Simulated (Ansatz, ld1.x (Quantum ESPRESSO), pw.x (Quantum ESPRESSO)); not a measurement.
What a changed setting does to a pw.x run (fcc S)

Potential: norm-conserving Troullier–Martins (Kleinman–Bylander form), ld1.x (Quantum ESPRESSO) 7.5, PBE; core [Ne], reference 3s2 3p2.5; waves: 3s (bound): rc 1.35 bohr; 3p (bound): rc 1.35 bohr; 3d channel at 0.35 Ry: rc 1.40 bohr; local part: the d channel; core correction: none.

The reference run (k-mesh 14³, cutoffs 85/340 Ry, Fermi–Dirac 0.01 Ry, mixing_beta 0.4, conv_thr 1e-9, no spin) gives -0.66 GPa at 15.941 Å³/atom, where all-electron LAPW gives -0.09 GPa. This run, with its own iteration cap, changes mixing_mode to TF.

```
&control
  calculation='scf', prefix='x', pseudo_dir='./', outdir='./tmp', tstress=.true., disk_io='none'
/
&system
  ibrav=0, nat=1, ntyp=1, ecutwfc=85, ecutrho=340, nbnd=10,
  occupations='smearing', smearing='fd', degauss=0.01
/
&electrons
  conv_thr=1e-09, mixing_beta=0.4, electron_maxstep=50, mixing_mode='TF'
/
ATOMIC_SPECIES
S 1.0 S.UPF
CELL_PARAMETERS angstrom
  0.00000000 1.99753864 1.99753864
  1.99753864 0.00000000 1.99753864
  1.99753864 1.99753864 0.00000000
ATOMIC_POSITIONS crystal
S 0.0000 0.0000 0.0000
K_POINTS automatic
14 14 14 0 0 0
```

```bash
pw.x < S.scf.in > S.scf.out
```

Problem. How does the run end?

Solution. It converges in 10 iterations; the free energy moves by +0.0 meV/atom and the pressure by +0.00 GPa. The result is that of the reference run.

```
Message from routine setup:
     using ibrav=0 with symmetry is DISCOURAGED, use correct ibrav instead
     lattice parameter (alat)  =       5.3384  a.u.
     unit-cell volume          =     107.5752 (a.u.)^3
     number of electrons       =         6.00
     number of Kohn-Sham states=           10
     kinetic-energy cutoff     =      85.0000  Ry
     charge density cutoff     =     340.0000  Ry
     scf convergence threshold =      1.0E-09
     Exchange-correlation= PBE
     number of k points=   104  Fermi-Dirac smearing, width (Ry)=  0.0100
     iteration #  1     ecut=    85.00 Ry     beta= 0.40
     total energy              =     -20.39970535 Ry
     estimated scf accuracy    <       0.19185863 Ry
     iteration #  2     ecut=    85.00 Ry     beta= 0.40
     total energy              =     -20.35766886 Ry
     estimated scf accuracy    <       0.08899452 Ry
     iteration #  3     ecut=    85.00 Ry     beta= 0.40
     total energy              =     -20.36873992 Ry
     estimated scf accuracy    <       0.00039974 Ry
     iteration #  4     ecut=    85.00 Ry     beta= 0.40
     total energy              =     -20.36903827 Ry
     estimated scf accuracy    <       0.00019008 Ry
     iteration #  5     ecut=    85.00 Ry     beta= 0.40
     total energy              =     -20.36911872 Ry
     estimated scf accuracy    <       0.00007833 Ry
     iteration #  6     ecut=    85.00 Ry     beta= 0.40
     total energy              =     -20.36912398 Ry
     estimated scf accuracy    <       0.00001522 Ry
     iteration #  7     ecut=    85.00 Ry     beta= 0.40
     total energy              =     -20.36912597 Ry
     estimated scf accuracy    <       0.00000100 Ry
     iteration #  8     ecut=    85.00 Ry     beta= 0.40
     total energy              =     -20.36912606 Ry
     estimated scf accuracy    <       0.00000022 Ry
     iteration #  9     ecut=    85.00 Ry     beta= 0.40
     total energy              =     -20.36912611 Ry
     estimated scf accuracy    <       0.00000003 Ry
     iteration # 10     ecut=    85.00 Ry     beta= 0.40
     the Fermi energy is     8.9377 ev
!    total energy              =     -20.36912612 Ry
     estimated scf accuracy    <          2.8E-10 Ry
     smearing contrib. (-TS)   =      -0.00396678 Ry
     The total energy is F=E-TS. E is the sum of the following terms:
     one-electron contribution =       4.94465311 Ry
     hartree contribution      =       0.96535663 Ry
     xc contribution           =      -4.41242231 Ry
     ewald contribution        =     -21.86274677 Ry
     convergence has been achieved in  10 iterations
          total   stress  (Ry/bohr**3)                   (kbar)     P=       -6.54
     Message from routine punch:
     Nothing written, as per user request (disk_io='none')
```

The run took about 22 s on one core of a shared host (Neoverse-N1, 64 threads, 498 GiB, load 13).
